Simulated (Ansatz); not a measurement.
The system is Si2W.

```
W Si
1.0
    -1.60690    1.60690    3.91495
     1.60690   -1.60690    3.91495
     1.60690    1.60690   -3.91495
W Si
1 2
Cartesian
  0.0000 0.0000 0.0000
  0.0000 0.0000 5.2092
  0.0000 0.0000 2.6207
```

Base run:

* Program: Ansatz 0.2.0
* Functional: PBE
* Potentials or basis: all-electron LAPW, scalar-relativistic
* Cutoff: 239 eV
* Density cutoff: 955 eV
* Basis error allowed: 0.001 eV/atom
* k mesh: 12 × 12 × 12
* Occupations: fermi-dirac, width 0.05 eV
* Spin: no spin polarisation

Its results: band gap on the k mesh none (metal or under the smearing width); pressure 3.3 GPa; largest force 0.073 eV/Å.

The run is repeated on the same cell with these changes: functional from PBE to PBEsol. What comes out?

Band gap on the k mesh none (metal or under the smearing width); pressure -2.0 GPa; largest force 0.019 eV/Å.

PBEsol binds more tightly than PBE, so the same cell stands under less pressure.

Not every run made on this cell is shown here.
